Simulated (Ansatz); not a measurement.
# AlCo: single point

What energy and properties does AlCo have at the given structure? A script is to give a single point; the system is AlCo.

Computed with Ansatz 0.2.0 through its Python package. Level of theory: DFT PBE, plane waves, PAW.

## Step 1: The structure

Symmetry: P1, No. 1, triclinic system. The conventional cell has a = 2.770 Å, b = 2.820 Å, c = 2.845 Å, α = 90.32°, β = 91.04°, γ = 90.34°. Al (site symmetry 1) is surrounded by 8 Co at 2.22 to 2.68 Å. Co (site symmetry 1) is surrounded by 8 Al at 2.22 to 2.68 Å.

The script holds or builds the structure itself.

## Step 2: The code

Input file scf.py:

```python
# -*- coding: utf-8 -*-
import ansatz as az
from ase.data import atomic_numbers
import numpy as np
import spglib

SETTINGS = {
    "functional": "pbe",
    "kmesh": (6, 6, 6),
    "smearing": "Fermi-Dirac",
    "width_ev": 0.1,
    "scf_tol": 1e-07,
}

system = (
    az.Lattice.of([2.84463, -0.00786, -0.02539], [-0.00786, 2.81972, -0.00837], [-0.02539, -0.00837, 2.77022])
    .atom("Al", [0.95853, 0.94765, 0.93417])
    .atom("Co", [0.44103, 0.51938, 0.48772])
    .moments(Co=1.8)
)

calculation = (
    system.calculation()
    .functional(SETTINGS["functional"])
    .basis(17 * az.Ha)
    .kpoints(*SETTINGS["kmesh"])
    .occupations(SETTINGS["smearing"], width=SETTINGS["width_ev"])
    .spin(az.SpinTreatment.COLLINEAR)
    .scf(tolerance=SETTINGS["scf_tol"])
    .forces()
)
planned = calculation.session().plan(threads=1)
facts = planned.describe()
print("plan:", facts["n_bands"], "bands,", len(facts["kpoints_frac"]), "k-points, plane waves", facts["n_pw_range"], "grid", facts["fft_dense"])
outcome = planned.execute()
r = outcome.report

print(f"free energy      {r['free_energy_ev']:.5f} eV")
print(f"per atom         {r['free_energy_ev'] / len(outcome.lattice.sites):.5f} eV")
print(f"SCF iterations   {r['n_iterations']}  (converged: {r['converged']})")

print(f"net moment {r['magnetization_mub']:.3f} muB, absolute {r['absolute_magnetization_mub']:.3f} muB")
for index, (site, m) in enumerate(zip(outcome.lattice.sites, r["site_moments_mub"])):
    print(f"  {index:2d} {site.symbol:2s} {m:7.3f}")

atom = int(np.linalg.norm(r["forces_ev_ang"], axis=1).argmax())
print("force on atom", atom, "by term (eV/A)")
for term, rows in r["force_terms_ev_ang"].items():
    if np.abs(rows[atom]).max() > 1e-6:
        print(f"  {term:26s}", np.round(rows[atom], 4))
print("net force on the cell:", np.round(np.sum(r["forces_ev_ang"], axis=0), 6) + 0.0)

spg_cell = (outcome.lattice.cell_ang, [s.position_frac for s in outcome.lattice.sites], [atomic_numbers[s.symbol] for s in outcome.lattice.sites])
found = spglib.get_symmetry_dataset(spg_cell, symprec=1e-3)
print(found.international, found.number, "point group", found.pointgroup)
for site, letter, group in zip(outcome.lattice.sites, found.wyckoffs, found.site_symmetry_symbols):
    print(f"  {site.symbol:2s} Wyckoff {letter}  site symmetry {group}")
```

## Step 3: The run

Launch:

```sh
python scf.py
```

Log:

```text
plan: 15 bands, 112 k-points, plane waves [481, 514] grid [20, 20, 20]
RunWarning: the starting moments were not kept: the SCF closed with an absolute magnetisation of 5.3e-7 μB, where they sum to 1.8 μB in size (1 site). That is at most 0.1 of that sum. Measured as dr2_m measures the in/out step, that magnetisation stands [...]
free energy      -5664.52924 eV
per atom         -2832.26462 eV
SCF iterations   15  (converged: True)
net moment -0.000 muB, absolute 0.000 muB
   0 Al   0.000
   1 Co  -0.000
force on atom 1 by term (eV/A)
  ewald                      [  6.6836 -28.3475 -19.9398]
  local_pseudopotential      [-6.3948 26.6428 18.5089]
  nonlocal_pseudopotential   [ 0.386  -1.6394 -1.1388]
  augmentation               [-0.2942  1.4981  1.1615]
  nlcc                       [-0.      0.0002  0.0001]
  augmentation_tail          [ 0.  0. -0.]
  scf_correction             [-0.     -0.0001  0.    ]
net force on the cell: [ 2.e-06 -2.e-06 -2.e-06]
P1 1 point group 1
  Al Wyckoff a  site symmetry 1
  Co Wyckoff a  site symmetry 1
```

(Warnings from the package without file and line, shortened.)

Run time: 15 s. Hardware: 1 thread of Arm Neoverse V1, shared host; peak memory 0.44 GiB.

Lines on the test bed's own set-up are left out of the output.

A comment line of the script is reworded here; the code is as run.

## Step 4: What the engine kept of the run

The report of the run holds:

| item | value |
| --- | --- |
| SCF cycles in all | 15 |
| k-points solved | 112 |
| plane waves | 481 |
| bands | 15 |
| valence electrons | 20 |
| free energy (eV) | -5664.52924 |
| Fermi level (eV) | 15.165 |

## Step 5: Again, from the shell

The engine's input of that run, saved to a file, gives the whole log.

Input file input.yaml:

```yaml
crystal:
  lattice:
    - [2.84463, -0.00786, -0.02539]
    - [-0.00786, 2.81972, -0.00837]
    - [-0.02539, -0.00837, 2.77022]
  atoms:
    - { symbol: Al, position: [0.95853, 0.94765, 0.93417] }
    - { symbol: Co, position: [0.44103, 0.51938, 0.48772] }
basis:
  ecutwfc: 462.5935661818
kpoints:
  mp_grid: { grid: [6, 6, 6] }
hamiltonian:
  xc: pbe
magnetization:
  spin_polarized: true
  per_species: { Co: 1.8 }
scf:
  convergence: { dr2_threshold: 1.0e-07 }
  occupations: { method: fermi_dirac, width: 0.1 }
output:
  forces: true
```

Launch:

```sh
ansatz run input.yaml --threads 1 --pin off --max-ram 3072MiB --backend cpu --events-out ev --progress --plain --runs-dir out
```

Log:

```text
Warning: RAYON_NUM_THREADS=1 ignored (pool sized by the plan → 1); use --threads N
Engine: ansatz 0.2.0, aarch64-unknown-linux-gnu
Pseudopotentials: kind: paw
Pseudopotential: Al, paw, valence charge 3, recommended cutoff 420 eV (normal), Al.paw.azcp
Pseudopotential: Co, paw, valence charge 17, recommended cutoff 420 eV (normal), Co.paw.azcp
Functional definition: PBE
  parameter kappa = 0.804
  parameter beta = 0.06672455060314922
  exchange = pbe_x(kappa = kappa, mu = beta*pi^2/3)
  correlation = pbe_c(beta = beta)
Crystal: 2 atoms, lattice volume = 22.218 Å³
Basis set: ecut = 462.5935661818 eV, 481 PW (Γ), exchange–correlation on 40×40×40 points (8 copies of the dense FFT grid, shifted against one another)
Bands: 15, of which v1, the nominal top of the filled ones, is band 10 counted from 1 (9 counted from 0)
Symmetry: 1 space group operations
Space group: P1 (ITA 1), of the structure as read, at distance tolerance 2.8e-5 Å
Magnetic group: BNS 1.1 (UNI 1), of the structure as read, at distance tolerance 2.8e-5 Å
k-points: 112 of 216 (time reversal used)
Non-local potential: Al, projectors of the file, l = 0: 2, l = 1: 2, l = 2: 1
Non-local potential: Co, projectors of the file, l = 0: 3, l = 1: 2, l = 2: 3, l = 3: 1
PAW form: soft (Blöchl's): semilocal exchange-correlation on the pseudo side does not see the compensation charge
PAW one-centre angular grid: Al, 110 points (default); XC on 64 Gauss nodes
PAW one-centre angular grid: Co, 590 points (default); XC on 64 Gauss nodes
Initial density: superposition of atomic densities (chi_scale 0.1, normalization cell)
Starting moments: Σ|m| = 1.8 μB on 1 of 2 sites
Initial wavefunctions: pseudopotential atomic-orbital guess
Functional: x = pbe(κ = 0.804, μ = 0.2195149727645171), c = pbe(β = 0.06672455060314922)
SCF iter   1: F=—  HF=-5663.811329 eV  |F-HF|=—  |Δ(HF+E_count)|=         —  Δρ=1.97e-1 (↑1.97e-1 ↓9.75e-2)  dr2=1.77e0  dr2_m=4.17e0  M=0.229 μB ∫|m|=0.345 μB  β_m=0.30  ethr=3.10e-3  ⟨swp⟩=4.2  Hψ=15212  notcnv=0
Mixer restart at iter 1: flushing history
preconditioner: auto → none  [metal: Δε(μ)=0.005 eV  Ē_g=9.456 eV  σ=0.100 eV  W_gap=0.01  n_scr=6 (ndim 8)  ℏωp=27.3 eV  f_vac=0.000  D(μ)=1.16/eV (n_scr^D=6)  sad-step TF]
SCF iter   2: F=—  HF=-5663.043040 eV  |F-HF|=—  |Δ(HF+E_count)|=   7.68e-1  Δρ=1.08e-1 (↑9.12e-2 ↓1.08e-1)  dr2=2.91e-1  dr2_m=1.94e0  M=0.249 μB ∫|m|=0.369 μB  β_m=0.49  ethr=3.10e-3  ⟨swp⟩=2.7  Hψ=8042  notcnv=0  defer=14
SCF iter   3: F=—  HF=-5664.885922 eV  |F-HF|=—  |Δ(HF+E_count)|=    1.84e0  Δρ=1.06e-1 (↑1.06e-1 ↓2.17e-2)  dr2=1.92e0  dr2_m=4.29e-1  M=0.179 μB ∫|m|=0.286 μB  β_m=0.44  ethr=1.46e-3  ⟨swp⟩=3.5  Hψ=8561  notcnv=0  defer=14
SCF iter   4: F=—  HF=-5664.464303 eV  |F-HF|=—  |Δ(HF+E_count)|=   4.22e-1  Δρ=1.71e-2 (↑4.66e-3 ↓1.71e-2)  dr2=6.76e-2  dr2_m=8.30e-3  M=0.162 μB ∫|m|=0.249 μB  β_m=0.72  ethr=1.46e-3  ⟨swp⟩=2.3  Hψ=8505  notcnv=0  defer=18
SCF iter   5: F=—  HF=-5664.530533 eV  |F-HF|=—  |Δ(HF+E_count)|=   6.62e-2  Δρ=1.29e-2 (↑6.19e-3 ↓1.29e-2)  dr2=5.06e-2  dr2_m=2.44e-3  M=0.121 μB ∫|m|=0.182 μB  β_m=0.86  ethr=3.38e-4  ⟨swp⟩=2.5  Hψ=5852  notcnv=0  defer=25
SCF iter   6: F=—  HF=-5664.528719 eV  |F-HF|=—  |Δ(HF+E_count)|=   1.81e-3  Δρ=4.82e-3 (↑4.82e-3 ↓8.38e-4)  dr2=3.32e-3  dr2_m=1.31e-3  M=0.085 μB ∫|m|=0.125 μB  β_m=0.93  ethr=2.53e-4  ⟨swp⟩=2.4  Hψ=6291  notcnv=0  defer=25
SCF iter   7: F=—  HF=-5664.529168 eV  |F-HF|=—  |Δ(HF+E_count)|=   4.48e-4  Δρ=3.79e-3 (↑3.79e-3 ↓9.00e-4)  dr2=1.36e-3  dr2_m=1.05e-3  M=0.070 μB ∫|m|=0.101 μB  β_m=0.97  ethr=1.66e-5  ⟨swp⟩=1.1  Hψ=4420  notcnv=0  defer=25
SCF iter   8: F=—  HF=-5664.529136 eV  |F-HF|=—  |Δ(HF+E_count)|=   3.18e-5  Δρ=1.44e-3 (↑1.44e-3 ↓1.42e-3)  dr2=2.01e-5  dr2_m=4.14e-4  M=0.046 μB ∫|m|=0.067 μB  β_m=0.93  ethr=6.78e-6  ⟨swp⟩=2.0  Hψ=4513  notcnv=0  defer=25
SCF iter   9: F=—  HF=-5664.529190 eV  |F-HF|=—  |Δ(HF+E_count)|=   5.46e-5  Δρ=8.46e-4 (↑8.46e-4 ↓4.04e-4)  dr2=4.60e-5  dr2_m=7.75e-5  M=0.022 μB ∫|m|=0.031 μB  β_m=0.96  ethr=1.00e-7  ⟨swp⟩=2.1  Hψ=5760  notcnv=0  defer=25
SCF iter  10: F=—  HF=-5664.529238 eV  |F-HF|=—  |Δ(HF+E_count)|=   4.79e-5  Δρ=8.92e-5 (↑5.84e-5 ↓8.92e-5)  dr2=2.51e-6  dr2_m=4.06e-7  M=0.002 μB ∫|m|=0.002 μB  β_m=0.98  ethr=1.00e-7  ⟨swp⟩=2.1  Hψ=5742  notcnv=0  defer=27
SCF iter  11: F=—  HF=-5664.529238 eV  |F-HF|=—  |Δ(HF+E_count)|=   2.41e-7  Δρ=2.85e-5 (↑1.65e-5 ↓2.85e-5)  dr2=6.78e-8  dr2_m=9.24e-8  M=-0.001 μB ∫|m|=0.001 μB  β_m=0.99  ethr=1.25e-8  ⟨swp⟩=2.3  Hψ=4913  notcnv=0  defer=27
SCF iter  12: F=—  HF=-5664.529238 eV  |F-HF|=—  |Δ(HF+E_count)|=   2.18e-9  Δρ=1.51e-5 (↑1.51e-5 ↓4.69e-6)  dr2=5.52e-8  dr2_m=7.33e-9  M=-0.000 μB ∫|m|=0.000 μB  β_m=0.89  ethr=3.39e-10  ⟨swp⟩=2.1  Hψ=4853  notcnv=0  defer=27
SCF iter  13: F=—  HF=-5664.529238 eV  |F-HF|=—  |Δ(HF+E_count)|=   6.84e-9  Δρ=4.81e-6 (↑4.81e-6 ↓1.93e-6)  dr2=1.52e-9  dr2_m=2.23e-9  M=-0.000 μB ∫|m|=0.000 μB  β_m=0.85  ethr=2.76e-10  ⟨swp⟩=1.8  Hψ=4161  notcnv=0  defer=27
SCF iter  14: F=—  HF=-5664.529238 eV  |F-HF|=—  |Δ(HF+E_count)|=  6.95e-10  Δρ=8.05e-7 (↑8.05e-7 ↓7.29e-7)  dr2=6.17e-12  dr2_m=1.18e-10  M=-0.000 μB ∫|m|=0.000 μB  β_m=0.90  ethr=7.58e-12  ⟨swp⟩=2.3  Hψ=5527  notcnv=0  defer=27
SCF iter  15: F=-5664.529238 eV  HF=-5664.529238 eV  |F-HF|=9.19e-11  |Δ(HF+E_count)|=  7.19e-11  Δρ=4.17e-7 (↑4.09e-7 ↓4.17e-7)  dr2=1.01e-10  dr2_m=1.53e-13  M=-0.000 μB ∫|m|=0.000 μB  ethr=1.00e-12  ⟨swp⟩=1.0  Hψ=9468  notcnv=0
SCF 1 converged in 15 iterations: F = -5664.529238 eV  dr2 = 1.01e-10
WARN: the starting moments were not kept: the SCF closed with an absolute magnetisation of 5.5e-7 μB, where they sum to 1.8 μB in size (1 site). That is at most 0.1 of that sum. Measured as dr2_m measures the in/out step, that magnetisation stands 4.8e-13 eV from none, at or under the dr2_threshold of 1.0e-7 eV: it is no larger than a step whose dr2_m would equal this threshold. The system may hold no moment; this SCF shows only that its start led to no more than that. To try another start: raise the starting moments (crystal.atoms[].spin, magnetization.per_species, magnetization.initial_magnetization, or on a non-collinear deck that types none of these the spinor_matrix: blocks that start its atoms; where the total moment is fixed, keep their sum and leave initial_magnetization as it is; typed ones take the place of any that the run laid by itself, positive ones on a crystal's lanthanoids without a Hubbard term where scf.initial_density.shell_occupations: [] is typed) or, if the notice of its spin-set hold's release reads "site moments contracting" or "site moments show no strong build", lengthen the hold (scf.mixing.spin_hold: { on: { confirm: 4 } }; for m-r²SCAN on two components see the key's manual first). Each may lead to a state that holds a moment. A second SCF, from the converged charge density, with the starting moments and any scf.initial_density.shell_occupations laid on it anew, would have followed, and was not run: the deck does not ask for one (magnetization.retry_lost_moments is false, the default). To let it run, set magnetization.retry_lost_moments: true and run the deck again, where that key's refused combinations let it; where memory then withholds it, that run's warning says so.
SCF converged after 15 iterations
Magnetization: -0.0000 μB (10.0000 up, 10.0000 down)
Absolute magnetization: 0.0000 μB (∫|ρ↑−ρ↓|, with the PAW one-centre terms)
Spin contamination: 0.0000 ħ² per cell (⟨S²⟩ above its minimum at these occupations)
Per-site moments (μB) at R_I (Å): [(9.242556330866739e-9, 0.9162660417599554), (-3.9189131088309896e-7, 0.9162660417599554)]
Free energy (F): -5664.529238 eV
Harris-Foulkes:  -5664.529238 eV  (|F-HF|=9.19e-11)
Internal energy: -5664.496472 eV  (E = F + TS)
E sigma→0 (E₀):  -5664.512855 eV
Entropy (-TS):   -0.032766 eV (-16.383 meV/atom)
Fermi energy:    15.165135 eV
--- Per-component energies (eV) ---
  E_band       = -271.892058
  E_kinetic    = 486.462960
  E_local      = -3632.155557  (includes V_loc(G=0)·N_el)
  E_nonlocal   = 467.742174
  E_hartree    = 1571.722531
  E_xc         = -201.710288
  E_vxc        = -238.076535  (∫ρ·V_xc dr)
  E_paw        = -1986.422706  (= ΣΔE_a)
  E_vpaw       = -499.309399  (= ΣTr[D̂ρ^β])
  E_aug_tail   = 0.000033  (compensation charges beyond the density's cutoff)
  E_ewald      = -2370.135619
  E_smearing   = -0.032766  (= −TS)
  E_closure    = -0.000000  (closes the sum)
  Σ components = -5664.529238   (vs F -5664.529238, Δ=0.00e0)
--- Forces (eV/Å), atoms counted from 1 ---
  atom   1  Al    -0.38061494     1.84581267     1.40820732
  atom   2  Co     0.38061692    -1.84581424    -1.40820906
  max |Σ_I F_I| component: 1.97e-6 eV/Å
```

Wall time 15 s (1 thread of Arm Neoverse V1, shared host); peak memory 0.36 GiB.

Script and command line differ by 0.000 meV in the energy.

## Step 6: Results

| quantity | value |
| --- | --- |
| free energy | -5664.5292 eV (-2832.2646 eV/atom) |
| gap on the mesh | none |
| largest force | 2.353 eV/Å |
| moment, net / absolute | 0.00 / 0.00 μB per cell |

The mesh shows no gap. Forces reach 2.35 eV/Å, so the atoms aren't at rest. The starting moments died away: the state reached is non-magnetic. Reading the output:
- The SCF didn't keep the moments it started from (some shrank, vanished or turned); what is printed is the state reached.
- For a metal this k-point mesh is coarse: on a finer one energies can move by several to tens of meV an atom and pressures by half a GPa or more, differences at one mesh by less.
- The cell is a database structure, distorted on purpose. The starting moments were not kept in at least one run, so it stands on a weaker or other magnetic state than the one typed. The atoms and cell were moved off the listed structure at random before the run. Whether this is the phase that is stable at ambient conditions was not tested.
